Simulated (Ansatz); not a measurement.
MoS2: how the axes shrink under pressure

MoS2, P-6m2, a = 3.150 Å, c = 6.647 Å. This isn't the usual stable structure of the compound. Ansatz: PBE+D3(BJ), PAW, 420 eV, Γ-centred 12×12×4 mesh on 3 atoms, Gaussian smearing 0.02 eV; no spin polarisation. Cell and atoms are relaxed at each pressure, and no other structure is tried, so the rows at high pressure may lie past a change of phase. y = 100 ln(c/c0) with c0 = 6.6475 Å, so nearly a change in per cent. The pressures are the targets, met within 0.02 GPa.

| P (GPa) | y | 100 ln(a/a0) |
| --- | --- | --- |
| 0.0 | 0.00 | 0.00 |
| 3.0 | ? | ? |
| 8.0 | -6.66 | -2.24 |
| 15.0 | -9.04 | -3.84 |
| 30.0 | -11.97 | -6.63 |
| 60.0 | -15.29 | -10.79 |

Problem. Fit y = c1 P + c2 P² to the other rows, give the linear compressibility along c, and predict the missing y.

Solution. Least squares on the rows shown. y = −0.64753 P + 0.0066250 P². The linear compressibility along c is −c1/100 = 6.48 per TPa, against 2.73 along a from the same fit to the last column (its missing entry is -0.94): the crystal is softer along c at low pressure. The runs next to zero pressure give 12.17 and 3.12, so a parabola over the whole range misstates the start. With a term in P³ added, the coefficient of P becomes -0.9728, 50 % more, which shows how far this figure hangs on the form. At P = 3.0 the fit asked for gives -1.88. The run gave -3.67, so the fit is 1.79 too high, within twice the rms miss on the fitted rows (1.29): the form describes this series only roughly. The parabola turns at P = 48.9, between the two outer rows, which can neither show nor exclude a turn there.

Where the gap has closed, the smearing of 0.02 eV or less is narrow for a metal on this mesh. The mesh isn't the same in all rows (12×12×4, 12×12×6).